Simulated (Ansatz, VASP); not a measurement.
Ga in VASP and in Ansatz

Contents of INCAR:

```
SYSTEM = Ga
PREC = Accurate ; ENCUT = 520
EDIFF = 1E-6 ; ISMEAR = 0
SIGMA = 0.1 ; LREAL = .FALSE.
LASPH = .TRUE. ; NELM = 100
ALGO = Fast ; ISIF = 2
LWAVE = .FALSE. ; LCHARG = .FALSE.
GGA = PS ; NBANDS = 48
```

The input KPOINTS:

```
regular mesh
0
G
  8 8 8
  0 0 0
```

File POSCAR:

```
Ga
1.0
   -2.9540146870      2.9540146870      2.9540146870
    2.9540146870     -2.9540146870      2.9540146870
    2.9540146870      2.9540146870     -2.9540146870
Ga
6
Direct
    0.2500000000      0.6250000000      0.3750000000
    0.3750000000      0.2500000000      0.6250000000
    0.7500000000      0.8750000000      0.1250000000
    0.1250000000      0.7500000000      0.8750000000
    0.6250000000      0.3750000000      0.2500000000
    0.8750000000      0.1250000000      0.7500000000
```

Input for Ansatz:

```yaml
crystal:
  lattice:
    - [-2.954014687, 2.954014687, 2.954014687]
    - [2.954014687, -2.954014687, 2.954014687]
    - [2.954014687, 2.954014687, -2.954014687]
  atoms:
    - { symbol: Ga, position: [0.25, 0.625, 0.375] }
    - { symbol: Ga, position: [0.375, 0.25, 0.625] }
    - { symbol: Ga, position: [0.75, 0.875, 0.125] }
    - { symbol: Ga, position: [0.125, 0.75, 0.875] }
    - { symbol: Ga, position: [0.625, 0.375, 0.25] }
    - { symbol: Ga, position: [0.875, 0.125, 0.75] }
basis:
  ecutwfc: 420
kpoints:
  mp_grid: { grid: [8, 8, 8] }
hamiltonian:
  xc: pbesol
scf:
  occupations: { method: gaussian, width: 0.1 }
output:
  forces: true
  stress: true
  eigenvalues: true
```

Alike in both runs: task single point; functional PBEsol; k mesh 8 × 8 × 8; occupations gaussian, width 0.1 eV; no spin polarisation.

```csv
,VASP,Ansatz
version,VASP 6.6.1,Ansatz 0.2.0
potentials or method,"VASP PAW PBE potentials, release 64 (Ga_d)","scalar-relativistic, plane waves, PAW"
plane-wave cutoff (eV),520,420
valence electrons in the cell,78,78
```

Ansatz gave:

* gap on the k mesh at the Fermi level (eV): none
* pressure (GPa): 1.9

Question: What did VASP give for the same quantities?

Answer: gap on the k mesh at the Fermi level (eV): none; pressure (GPa): 2.0.

A gap of «none» marks a metal or a gap that the smearing closes.

Caveats: the PAW data sets were made with another functional, which shifts forces and pressure a little (VASP).
